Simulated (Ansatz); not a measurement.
Method: DFT PBE, scalar-relativistic, plane waves, PAW in Ansatz. Settings: cutoff 420 eV, Γ-centred meshes spaced at most about 0.3 Å⁻¹, and about 0.25 Å⁻¹ or finer for metals (2π included), Gaussian smearing. No spin polarisation.

Each guess is relaxed in cell and atoms at zero pressure, on a coarse mesh first where it starts far from rest and then on a converged one. The steps can't lower the symmetry of the start, but it can rise. Energies are static (0 K, no zero-point motion).

Two unrelaxed guesses for ZrC4:

Guess 1.

```
Zr C
1.0
     3.59239    0.00000    0.00000
    -1.79620    3.11110    0.00000
     0.00000    0.00000    7.31458
Zr C
1 4
Direct
  0.00000 0.00000 0.50000
  0.33333 0.66667 0.67380
  0.33333 0.66667 0.32620
  0.66667 0.33333 0.32620
  0.66667 0.33333 0.67380
```

Guess 2.

```
Zr C
1.0
    -2.87815    2.87815    1.80560
     2.87815   -2.87815    1.80560
     2.87815    2.87815   -1.80560
Zr C
1 4
Direct
  0.00000 0.00000 0.00000
  0.40000 0.20000 0.60000
  0.20000 0.60000 0.80000
  0.60000 0.80000 0.40000
  0.80000 0.40000 0.20000
```

Question: Which guess leads to the lower structure, and by how much?

Answer: Guess 1 ends lower, by 1.07 eV/atom. Guess 1: P6/mmm at 16.3 Å³/atom → P6/mmm at 9.9 Å³/atom; Guess 2: I4/m at 12.0 Å³/atom → I4/m at 9.8 Å³/atom. Counting C atoms around Zr (those within 1.25 times the shortest such distance or 1.15 times the sum of covalent radii; a plus sign parts nearer from farther groups), the end of guess 1 has Zr 12 and the end of guess 2 has Zr 4+8. The end of guess 1 holds C–C nets (shortest 1.53 Å); the end of guess 2 holds C–C pairs (shortest 1.46 Å). End of guess 1. Conventional cell: a = 2.651 Å, c = 8.144 Å. Zr is surrounded by 12 C at 2.60 Å and 6 Zr at 2.65 Å; C is surrounded by 3 C at 1.53 Å and 3 Zr at 2.60 Å. End of guess 2. Conventional cell: a = 5.391 Å, c = 3.372 Å. Zr is surrounded by 4 C at 2.35 Å and 8 C at 2.73 Å; C has 1 C at 1.46 Å, 4 C at 1.98 Å, 1 Zr at 2.35 Å and 2 Zr at 2.73 Å.

Ends held by symmetry can be saddle points. Even the lowest of the cells shown lies +0.58 eV/atom against the elements. No dispersion correction is applied, so the spacing and binding between layers, chains or molecules are poorly described (P6/mmm), and this can change margins and order among such cells. Some types were kept out of the candidates beforehand, so the set may lack a known form.
